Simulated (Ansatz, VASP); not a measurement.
Ru in VASP and in Ansatz

```
Ru
1.0
     2.66923    0.00000    0.00000
    -1.33462    2.31162    0.00000
     0.00000    0.00000    4.22403
Ru
2
Direct
  0.66667 0.33333 0.75000
  0.33333 0.66667 0.25000
```

Change from the starting cell: volume scaled by 0.96.

Alike in both runs: task single point; functional PBE; dispersion D3(BJ); k mesh 8 × 8 × 5; occupations fermi-dirac, width 0.02 eV; non-collinear spin, spin-orbit coupling.

|  | VASP | Ansatz |
| --- | --- | --- |
| version | VASP 6.6.1 | Ansatz 0.2.0 |
| potentials or method | VASP PAW PBE potentials, release 64 (Ru_pv), cutoff 520 eV | all-electron LAPW, relativistic spinors |

VASP gave:

| Property | Result |
| --- | --- |
| gap on the k mesh at the Fermi level (eV) | none |
| pressure (GPa) | 10.9 |
| largest component of the traceless stress (GPa) | 0.10 |
| net moment per atom (μB) | 0.00 |
| dispersion energy (meV/atom) | -651.3 |

Problem. Estimate Ansatz's values.

Solution. gap on the k mesh at the Fermi level (eV): none; pressure (GPa): 10.8; largest component of the traceless stress (GPa): 0.07; net moment per atom (μB): 0.00; dispersion energy (meV/atom): -651.5.

A gap of «none» marks a metal or a gap that the smearing closes. Ansatz ran all-electron here, so the differences hold the error of VASP's frozen core and of both bases.

Caveats: the k mesh is thin for a metal, which can move the energy by tens of meV per atom (Ansatz); pairwise dispersion overbinds metals, which lowers pressure and volume (Ansatz).
